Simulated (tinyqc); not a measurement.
Inside a calculation. Method: Pariser-Parr-Pople SCF with singles CI, for the molecule Oc1ccccc1 (SMILES; centres numbered as the heavy atoms are written). One step of it, computed by the program tinyqc.

Question. Iteration 1: Fock matrix. F_rr = H_rr + P_rr gamma_rr / 2 + sum_(s != r) P_ss gamma_rs; F_rs = H_rs - P_rs gamma_rs / 2; E = tr P (H + F) / 2 + core repulsion sum_(r<s) z_r z_s gamma_rs.

P at the start, lower triangle:
```
           1O         2C         3C         4C        5C        6C        7C
1O   1.991535
2C   0.055214   1.638818
3C  -0.071055   0.468765   1.105899
4C   0.022029  -0.164881   0.737803   0.777572
5C   0.052355  -0.308235   0.268936   0.547610  0.602703
6C   0.022029  -0.164881  -0.150685   0.236472  0.547610  0.777572
7C  -0.071055   0.468765  -0.353001  -0.150685  0.268936  0.737803  1.105899
```

core matrix H (eV), lower triangle:
```
            1O          2C          3C          4C          5C          6C          7C
1O  -55.170263
2C   -2.140000  -47.650944
3C    0.000000   -2.390000  -43.650350
4C    0.000000    0.000000   -2.390000  -41.181502
5C    0.000000    0.000000    0.000000   -2.390000  -40.559987
6C    0.000000    0.000000    0.000000    0.000000   -2.390000  -41.181502
7C    0.000000   -2.390000    0.000000    0.000000    0.000000   -2.390000  -43.650350
```

repulsion gamma_rs (eV), lower triangle:
```
           1O         2C         3C         4C         5C         6C         7C
1O  21.090000
2C   6.396163  12.740000
3C   4.395566   5.691800  12.740000
4C   3.161142   4.050620   5.690951  12.740000
5C   2.850684   3.663780   4.050620   5.691800  12.740000
6C   3.161142   4.050620   3.664483   4.051365   5.691800  12.740000
7C   4.395566   5.691800   4.051365   3.664483   4.050620   5.690951  12.740000
```

Centres (angstrom, eV; a flat drawing with bonds scaled to 1.40 angstrom):
```
centre          x          y  core charge z          W   gamma_rr
1O       2.400000   0.000000              2  30.810000  21.090000
2C       1.000000   0.000000              1  11.710000  12.740000
3C       0.300000   1.212000              1  11.710000  12.740000
4C      -1.100000   1.212000              1  11.710000  12.740000
5C      -1.800000   0.000000              1  11.710000  12.740000
6C      -1.100000  -1.212000              1  11.710000  12.740000
7C       0.300000  -1.212000              1  11.710000  12.740000
```

Give: F; pi energy.

Answer.

F (eV), lower triangle:
```
        1O      2C      3C      4C      5C      6C      7C
1O  -7.331
2C  -2.317  -3.377
3C   0.156  -3.724  -4.328
4C  -0.035   0.334  -4.489  -6.368
5C  -0.075   0.565  -0.545  -3.948  -7.229
6C  -0.035   0.334   0.276  -0.479  -3.948  -6.368
7C   0.156  -3.724   0.715   0.276  -0.545  -4.489  -4.328
```

pi energy = -114.440 eV
